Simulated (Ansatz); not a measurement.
**Al (diamond): energy against volume**

The calculation used DFT, RPBE, plane waves (420 eV) with PAW, scalar-relativistic in Ansatz. The PAW files were generated under PBE, with cores re-solved for the functional.

The cell is scaled uniformly from the relaxed one, with fractional coordinates and shape fixed. Energies are extrapolated to zero smearing, pressures are those at the given smearing. Magnetic state: spin not included.

A Birch-Murnaghan fit gives V₀ = 28.28 Å³/atom, B₀ = 35 GPa, B₀′ = 4.3.

Problem. What are the energy above the minimum and the pressure at 24.937 Å³/atom?

Solution. 53.8 meV/atom and 5.86 GPa as computed.

Problem. What are the energy above the minimum and the pressure at 26.070 Å³/atom?

Solution. 21.7 meV/atom and 3.49 GPa as computed.

Problem. What are the energy above the minimum and the pressure at 31.738 Å³/atom?

Solution. 37.7 meV/atom and -3.09 GPa as computed.
